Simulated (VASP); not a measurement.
# MoS2 (R-3m) in VASP: single point with PBE+U

Aim: the single point of MoS2 with PBE+U.

Program: VASP 6.6.1. These are calculated values, not measurements. Logs are shortened: lines on timing, memory, paths and dates and some standing lists are left out, and cuts for length are marked.

## Step 1: The crystal as given

Symmetry: R-3m, No. 166, trigonal system. Conventional cell: a = 3.171 Å, b = 3.171 Å, c = 18.345 Å, α = 90.00°, β = 90.00°, γ = 120.00°. Mo (site symmetry -3m) has 6 S at 2.39 Å as nearest neighbours. S (site symmetry 3m) has 3 Mo at 2.39 Å as nearest neighbours.

Measurements of this composition are mostly on another form, of space group No. 194.

## Step 2: Single point, PBE+U, collinear spin, typed start

INCAR reads:

```
SYSTEM = MoS2
  PREC = Accurate
  ENCUT = 520
  EDIFF = 1E-6
  ISMEAR = -1
  SIGMA = 0.1
  LREAL = .False.
  LASPH = .True.
  NELM = 150
  ALGO = Normal
  ISIF = 2
  LWAVE = .False.
  LCHARG = .False.
  ISPIN = 2
  MAGMOM = 2 2 0 0 0 0
  LORBIT = 11
  LMAXMIX = 4
  LDAU = .True.
  LDAUTYPE = 2
  LDAUL = 2 -1
  LDAUU = 3.1 0
  LDAUJ = 0 0
  LDAUPRINT = 1
  GGA = PE
  NBANDS = 39
```

KPOINTS reads:

```
regular mesh
0
Gamma
  7 4 7
  0 0 0
```

POSCAR reads:

```
MoS2
1.0
    1.5855007500      0.9153892800      6.1150000000
   -3.1710014900      1.8307785600     12.2300000000
    0.0000000000     -1.8307785600      6.1150000000
Mo S
2 4
Direct
    0.0000000000      0.0000000000      0.0000000000
    0.0000000000      0.5000000000      0.0000000000
    0.7500000000      0.3750000000      0.7500000000
    0.7500000000      0.8750000000      0.7500000000
    0.2500000000      0.1250000000      0.2500000000
    0.2500000000      0.6250000000      0.2500000000
```

Potentials or basis: VASP PAW PBE potentials, release 64 (Mo_sv, S).

Launch:

```
cat potpaw_PBE.64/Mo_sv/POTCAR potpaw_PBE.64/S/POTCAR > POTCAR
mpirun -np 1 vasp_std > vasp.out
```

OUTCAR:

```text
SYSTEM = MoS2
   PREC = Accurate
   ENCUT = 520
   EDIFF = 1E-6
   ISMEAR = -1
   LREAL = .False.
   LASPH = .True.
   NELM = 150
   ISIF = 2
   ISPIN = 2
   LORBIT = 11
   GGA = PE

 ion  position               nearest neighbor table
   1  0.000  0.000  0.000-   4 2.39   5 2.39   6 2.39   3 2.39   4 2.39   5 2.39   2 3.17   2 3.17
                             2 3.17   2 3.17
   2  0.000  0.500  0.000-   3 2.39   6 2.39   5 2.39   4 2.39   3 2.39   6 2.39   1 3.17   1 3.17
                             1 3.17   1 3.17
   3  0.750  0.375  0.750-   2 2.39   1 2.39   2 2.39
   4  0.750  0.875  0.750-   1 2.39   2 2.39   1 2.39
   5  0.250  0.125  0.250-   1 2.39   2 2.39   1 2.39
   6  0.250  0.625  0.250-   2 2.39   1 2.39   2 2.39

  LATTYP: Found a base centered monoclinic cell.
 ALAT       =    12.3662706651
 B/A-ratio  =     0.2564234257
 C/A-ratio  =     0.4441384021
 COS(beta)  =    -0.1480461343

  Lattice vectors:

 A1 = (   0.0000000000,  -1.8307785600,   6.1150000000)
 A2 = (   1.5855007500,   0.9153892800,   6.1150000000)
 A3 = (  -4.7565022400,   2.7461678400,   0.0000000000)

Analysis of symmetry for initial positions (statically):
=====================================================================
 Subroutine PRICEL returns following result:

  LATTYP: Found a trigonal (rhomboedric) cell.
 ALAT       =     6.3831790784
 COS(alpha) =     0.8766074788
[... 12 lines left out ...]
 Subroutine GETGRP returns: Found  4 space group operations
 (whereof  4 operations were pure point group operations)
 out of a pool of  4 trial point group operations.

The static configuration has the point symmetry C_2h.

Analysis of symmetry for dynamics (positions and initial velocities):
=====================================================================
 Subroutine PRICEL returns following result:

  LATTYP: Found a trigonal (rhomboedric) cell.
 ALAT       =     6.3831790784
 COS(alpha) =     0.8766074788
[... 12 lines left out ...]
 Subroutine GETGRP returns: Found  4 space group operations
 (whereof  4 operations were pure point group operations)
 out of a pool of  4 trial point group operations.

The dynamic configuration has the point symmetry C_2h.

Analysis of structural, dynamic, and magnetic symmetry:
=====================================================================
 Subroutine PRICEL returns following result:

  LATTYP: Found a trigonal (rhomboedric) cell.
 ALAT       =     6.3831790784
 COS(alpha) =     0.8766074788
[... 12 lines left out ...]
 Subroutine GETGRP returns: Found  4 space group operations
 (whereof  4 operations were pure point group operations)
 out of a pool of  4 trial point group operations.

The overall configuration has the point symmetry C_2h.

 Subroutine INISYM returns: Found  4 space group operations
 (whereof  4 operations are pure point group operations),
 and found     2 'primitive' translations

----------------------------------------------------------------------------------------

                                     Primitive cell

  volume of cell :      53.2500

  direct lattice vectors                    reciprocal lattice vectors
     1.585500750  0.915389280  6.115000000     0.315357783  0.182071901  0.054510766
    -1.585500745  0.915389280  6.115000000    -0.315357783  0.182071902  0.054510766
     0.000000000 -1.830778560  6.115000000     0.000000000 -0.364143803  0.054510766

  length of vectors
     6.383179080  6.383179078  6.383179078     0.368201211  0.368201211  0.368201212

  position of ions in fractional coordinates (direct lattice)
     0.000000000  0.000000000  0.000000000
     0.750000000  0.750000000  0.750000000
     0.250000000  0.250000000  0.250000000

  ion indices of the primitive-cell ions
   primitive index   ion index
                 1           1
                 2           4
                 3           5

----------------------------------------------------------------------------------------

 KPOINTS: regular mesh

Automatic generation of k-mesh.
 Grid dimensions read from file:
 generate k-points for:    7    4    7

 Generating k-lattice:

  Cartesian coordinates                     Fractional coordinates (reciprocal lattice)
[... 95 lines left out ...]
 spin polarized calculation
  energy-cutoff  :      520.00
  volume of cell :      106.50
 maximum number of plane-waves:      2892
   NGX = 23   NGY = 47   NGZ = 23

 number of electron      51.9999996 magnetization       0.0002774

atom =   1  type =  1  l = 2

 onsite density matrix

spin component  1

  0.3606 -0.0011  0.0036 -0.0111  0.0018
 -0.0011  0.4296  0.0010  0.0009 -0.0124
  0.0036  0.0010  0.3906 -0.0017 -0.0021
 -0.0111  0.0009 -0.0017  0.4285 -0.0011
  0.0018 -0.0124 -0.0021 -0.0011  0.3627

spin component  2

  0.3606 -0.0011  0.0036 -0.0111  0.0018
 -0.0011  0.4296  0.0010  0.0009 -0.0124
  0.0036  0.0010  0.3906 -0.0017 -0.0021
 -0.0111  0.0009 -0.0017  0.4285 -0.0011
  0.0018 -0.0124 -0.0021 -0.0011  0.3627

 occupancies and eigenvectors

  o =  0.3576  v =  0.8514 -0.0715 -0.1146  0.1239 -0.4915  0.0000  0.0000  0.0000  0.0000  0.0000      0.0000  0.0000  0.0000  0.0000  0.0000  0.0000  0.0000  0.0000  0.0000  0.0000
  o =  0.3576  v =  0.0000  0.0000  0.0000  0.0000  0.0000  0.8513 -0.0716 -0.1145  0.1240 -0.4915      0.0000  0.0000  0.0000  0.0000  0.0000  0.0000  0.0000  0.0000  0.0000  0.0000
  o =  0.3612  v = -0.4913 -0.1605 -0.0000 -0.0927 -0.8510  0.0000  0.0000  0.0000  0.0000  0.0000      0.0000  0.0000  0.0000  0.0000  0.0000  0.0000  0.0000  0.0000  0.0000  0.0000
  o =  0.3613  v =  0.0000  0.0000  0.0000  0.0000  0.0000 -0.4913 -0.1607 -0.0000 -0.0928 -0.8510      0.0000  0.0000  0.0000  0.0000  0.0000  0.0000  0.0000  0.0000  0.0000  0.0000
  o =  0.3909  v =  0.0000  0.0000  0.0000  0.0000  0.0000 -0.0897  0.0410 -0.9912 -0.0710  0.0518      0.0000  0.0000  0.0000  0.0000  0.0000  0.0000  0.0000  0.0000  0.0000  0.0000
  o =  0.3909  v = -0.0897  0.0411 -0.9912 -0.0712  0.0518  0.0000  0.0000  0.0000  0.0000  0.0000      0.0000  0.0000  0.0000  0.0000  0.0000  0.0000  0.0000  0.0000  0.0000  0.0000
  o =  0.4298  v =  0.1310  0.4931  0.0660 -0.8542 -0.0756  0.0000  0.0000  0.0000  0.0000  0.0000      0.0000  0.0000  0.0000  0.0000  0.0000  0.0000  0.0000  0.0000  0.0000  0.0000
  o =  0.4298  v =  0.0000  0.0000  0.0000  0.0000  0.0000  0.1311  0.4931  0.0658 -0.8541 -0.0757      0.0000  0.0000  0.0000  0.0000  0.0000  0.0000  0.0000  0.0000  0.0000  0.0000
  o =  0.4325  v = -0.0927  0.8510 -0.0000  0.4913 -0.1605  0.0000  0.0000  0.0000  0.0000  0.0000      0.0000  0.0000  0.0000  0.0000  0.0000  0.0000  0.0000  0.0000  0.0000  0.0000
  o =  0.4325  v =  0.0000  0.0000  0.0000  0.0000  0.0000 -0.0928  0.8510 -0.0000  0.4913 -0.1607      0.0000  0.0000  0.0000  0.0000  0.0000  0.0000  0.0000  0.0000  0.0000  0.0000

atom =   2  type =  1  l = 2

 onsite density matrix

spin component  1

  0.3606 -0.0011  0.0036 -0.0111  0.0018
 -0.0011  0.4296  0.0010  0.0009 -0.0124
  0.0036  0.0010  0.3906 -0.0017 -0.0021
 -0.0111  0.0009 -0.0017  0.4285 -0.0011
  0.0018 -0.0124 -0.0021 -0.0011  0.3627

spin component  2

  0.3606 -0.0011  0.0036 -0.0111  0.0018
 -0.0011  0.4296  0.0010  0.0009 -0.0124
  0.0036  0.0010  0.3906 -0.0017 -0.0021
 -0.0111  0.0009 -0.0017  0.4285 -0.0011
  0.0018 -0.0124 -0.0021 -0.0011  0.3627

 occupancies and eigenvectors

  o =  0.3576  v =  0.8514 -0.0715 -0.1146  0.1239 -0.4915  0.0000  0.0000  0.0000  0.0000  0.0000      0.0000  0.0000  0.0000  0.0000  0.0000  0.0000  0.0000  0.0000  0.0000  0.0000
  o =  0.3576  v =  0.0000  0.0000  0.0000  0.0000  0.0000  0.8513 -0.0716 -0.1145  0.1240 -0.4915      0.0000  0.0000  0.0000  0.0000  0.0000  0.0000  0.0000  0.0000  0.0000  0.0000
  o =  0.3612  v = -0.4913 -0.1605 -0.0000 -0.0927 -0.8510  0.0000  0.0000  0.0000  0.0000  0.0000      0.0000  0.0000  0.0000  0.0000  0.0000  0.0000  0.0000  0.0000  0.0000  0.0000
  o =  0.3613  v =  0.0000  0.0000  0.0000  0.0000  0.0000 -0.4913 -0.1607 -0.0000 -0.0928 -0.8510      0.0000  0.0000  0.0000  0.0000  0.0000  0.0000  0.0000  0.0000  0.0000  0.0000
  o =  0.3909  v =  0.0000  0.0000  0.0000  0.0000  0.0000 -0.0897  0.0410 -0.9912 -0.0710  0.0518      0.0000  0.0000  0.0000  0.0000  0.0000  0.0000  0.0000  0.0000  0.0000  0.0000
  o =  0.3909  v = -0.0897  0.0411 -0.9912 -0.0712  0.0518  0.0000  0.0000  0.0000  0.0000  0.0000      0.0000  0.0000  0.0000  0.0000  0.0000  0.0000  0.0000  0.0000  0.0000  0.0000
  o =  0.4298  v =  0.1310  0.4931  0.0660 -0.8542 -0.0756  0.0000  0.0000  0.0000  0.0000  0.0000      0.0000  0.0000  0.0000  0.0000  0.0000  0.0000  0.0000  0.0000  0.0000  0.0000
  o =  0.4298  v =  0.0000  0.0000  0.0000  0.0000  0.0000  0.1311  0.4931  0.0658 -0.8541 -0.0757      0.0000  0.0000  0.0000  0.0000  0.0000  0.0000  0.0000  0.0000  0.0000  0.0000
  o =  0.4325  v = -0.0927  0.8510 -0.0000  0.4913 -0.1605  0.0000  0.0000  0.0000  0.0000  0.0000      0.0000  0.0000  0.0000  0.0000  0.0000  0.0000  0.0000  0.0000  0.0000  0.0000
  o =  0.4325  v =  0.0000  0.0000  0.0000  0.0000  0.0000 -0.0928  0.8510 -0.0000  0.4913 -0.1607      0.0000  0.0000  0.0000  0.0000  0.0000  0.0000  0.0000  0.0000  0.0000  0.0000

 number of electron      51.9999996 magnetization      -0.0000694

 Free energy of the ion-electron system (eV)
  ---------------------------------------------------
  ext. energy  EPLUGINS =         0.00000000
  ---------------------------------------------------
  free energy    TOTEN  =       -34.52012661 eV

  energy without entropy =      -34.44398840  energy(sigma->0) =      -34.48205750

 E-fermi :   7.8643     XC(G=0): -10.8268

 val. band max:        7.8169402001   @ k =   0.4286  -0.0000   0.4286
 cond. band min:       7.8712687750   @ k =   0.2857   0.5000   0.0000
 fundamental gap:      0.0543285749
 Fermi energy:         7.8643125858

 spin component 1

 k-point     1 :       0.0000    0.0000    0.0000
  band No.  band energies     occupation
      1     -54.2317      1.00000
      2     -54.1917      1.00000
      3     -28.6082      1.00000
      4     -28.3218      1.00000
      5     -28.2784      1.00000
      6     -28.2317      1.00000
[... 1961 lines left out ...]
     37      15.1560      0.00000
     38      15.5623      0.00000

 [... further k-points ...]

 [bands above 38 left out]

------------------------ aborting loop because EDIFF is reached ----------------------------------------

  FORCE on cell =-STRESS in cart. coord.  units (eV):
  Direction    XX          YY          ZZ          XY          YZ          ZX
  --------------------------------------------------------------------------------------
  -------------------------------------------------------------------------------------
  Total        5.8249734      5.7874442      7.8924857     -0.0325012      0.0496998     -0.0860825
  in kB       87.6303502     87.0657639    118.7338104     -0.4889454      0.7476797     -1.2950176
  external PRESSURE =      97.8099748 kB  Pullay stress =       0.0000000 kB

 VOLUME and BASIS-vectors are now :
 -----------------------------------------------------------------------------
  energy-cutoff  :      520.00
  volume of cell :      106.50
      direct lattice vectors                 reciprocal lattice vectors
     1.585500750  0.915389280  6.115000000     0.315357783  0.182071901  0.054510766
    -3.171001490  1.830778560 12.230000000    -0.157678891  0.091035951  0.027255383
     0.000000000 -1.830778560  6.115000000     0.000000000 -0.364143803  0.054510766

 POSITION                                       TOTAL-FORCE (eV/Angst)
 -----------------------------------------------------------------------------------
      0.00000      0.00000      0.00000         0.000000      0.000000      0.000000
     -1.58550      0.91539      6.11500         0.000000      0.000000     -0.000000
      0.00000      0.00000     13.75875        -0.026610      0.015364      1.121609
     -1.58550      0.91539     19.87375        -0.026610      0.015364      1.121609
      0.00000      0.00000      4.58625         0.026610     -0.015364     -1.121609
     -1.58550      0.91539     10.70125         0.026610     -0.015364     -1.121609
 -----------------------------------------------------------------------------------
    total drift:                                0.000000      0.000000      0.000000

  FREE ENERGIE OF THE ION-ELECTRON SYSTEM (eV)
  ---------------------------------------------------
  free  energy   TOTEN  =       -34.5201266109 eV

  energy  without entropy=      -34.4439883973  energy(sigma->0) =      -34.48205750

 total charge

# of ion       s       p       d       tot
------------------------------------------
    1        2.310   6.240   3.889  12.439
    2        2.310   6.240   3.889  12.439
    3        1.366   2.354   0.000   3.720
    4        1.366   2.354   0.000   3.720
    5        1.366   2.354   0.000   3.720
    6        1.366   2.354   0.000   3.720
--------------------------------------------------
tot         10.085  21.895   7.778  39.759

 magnetization (x)

# of ion       s       p       d       tot
------------------------------------------
    1        0.000   0.000  -0.000   0.000
    2        0.000   0.000  -0.000   0.000
    3       -0.000  -0.000   0.000  -0.000
    4       -0.000  -0.000   0.000  -0.000
    5       -0.000  -0.000   0.000  -0.000
    6       -0.000  -0.000   0.000  -0.000
--------------------------------------------------
tot          0.000  -0.000  -0.000  -0.000
```

Wall time 17 min (1 thread of Intel Xeon 6975P-C (Granite Rapids), shared host); peak memory 0.86 GiB.

Results:

| Quantity | Value |
| --- | --- |
| Free energy | -34.5201 eV |
| Pressure | 9.8 GPa |
| Largest force | 1.122 eV/Å |
| Band gap on the k mesh | none (metal or under the smearing width) |
| Net moment | 0.00 μB per cell |
| Valence electrons inside the program's atomic spheres | Mo 12.44; S 3.72 |

Forces on the atoms (eV/Å):
```
Mo   0.000  0.000  0.000
Mo   0.000  0.000  0.000
S   -0.027  0.015  1.122
S   -0.027  0.015  1.122
S    0.027 -0.015 -1.122
S    0.027 -0.015 -1.122
```

Eigenvalues of the final occupation matrices:
| site | spin | trace | eigenvalues |
| --- | --- | --- | --- |
| site 1 d | 1 | 1.97 | 0.36 0.36 0.39 0.43 0.43 |
| site 1 d | 2 | 1.97 | 0.36 0.36 0.39 0.43 0.43 |
| site 2 d | 1 | 1.97 | 0.36 0.36 0.39 0.43 0.43 |
| site 2 d | 2 | 1.97 | 0.36 0.36 0.39 0.43 0.43 |

Caveat: the cell's inner coordinates are idealised or old, which leaves forces on the atoms. The state reached can hang on the start; a lower one may exist.
